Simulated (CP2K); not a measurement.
In in CP2K: the effect of functional

The system is In.

```
In
1.0
     3.37691    0.00000    0.00000
     0.24723    3.36784    0.00000
    -1.81207   -1.68392    2.29876
In
1
Direct
  0.00000 0.00000 0.00000
```

Alike in all runs:

- Program: CP2K 2026.2
- Task: single point
- Potentials or basis: POTENTIAL_UZH In GTH-PBE-q13; TZVP-MOLOPT-PBE-GTH basis
- Density cutoff: 9184 eV
- k mesh: 11 × 11 × 11
- Occupations: fermi-dirac, width 0.05 eV
- Spin: no spin polarisation

```csv
functional,pressure (GPa)
LDA,-1.8
PBEsol,?
PW91,2.5
HLE16,-6.1
OLYP,2.6
M06-L,1.1
```

Problem. What does the run with functional PBEsol give?

Solution. Pressure -0.5 GPa.

Caveats: the potentials were made for another functional, which shifts forces and pressure; the basis of atomic orbitals isn't converged, which shifts pressures, moduli and gaps; the potentials were made for a functional far from this one (some runs).

Runs at the PBE level aren't shown here.
